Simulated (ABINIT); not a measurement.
A run of ABINIT 10.8.3 (patched build) is set up as follows.

Contents of run.abi:

```
pp_dirpath "./"
pseudos "Sn.upf, O.upf"

acell 4.738 4.738 3.1865 Angstrom
rprim
     1.0000000000     0.0000000000     0.0000000000
     0.0000000000     1.0000000000     0.0000000000
     0.0000000000     0.0000000000     1.0000000000
ntypat 2
znucl 50 8
natom 6
typat 1 1 2 2 2 2
xred
     0.5000000000     0.5000000000     0.5000000000
     0.0000000000     0.0000000000     0.0000000000
     0.8071000000     0.1929000000     0.5000000000
     0.6929000000     0.6929000000     0.0000000000
     0.1929000000     0.8071000000     0.5000000000
     0.3071000000     0.3071000000     0.0000000000

ecut 35.0

kptopt 1
ngkpt 4 4 6
nshiftk 1
shiftk 0.0 0.0 0.0

ixc 7

nband 32
occopt 3
tsmear 0.05 eV

nstep 100
tolvrs 1.0e-10

iomode 3
prtwf 0
prtden 0
prteig 0
prtebands 0
enunit 1
prtvol 2
```

Potentials or basis: PseudoDojo NC SR LDA v0.4.1 standard.

Run with:

```sh
$ mpirun --bind-to none -np 4 abinit run.abi > log 2>&1
```

Question: Estimate the largest force.

Answer: 0.147 eV/Å.

Question: Predict the band gap on the k mesh.

Answer: 1.12 eV, direct.

Forces on the atoms (eV/Å):
```
Sn   0.000  0.000  0.000
Sn   0.000  0.000  0.000
O   -0.104  0.104  0.000
O    0.104  0.104  0.000
O    0.104 -0.104  0.000
O   -0.104 -0.104  0.000
```

Caveat: spin-orbit coupling is left out, which moves the levels of the heavy elements. Expect the measured gap to be larger: semilocal functionals such as LDA lack the derivative discontinuity.
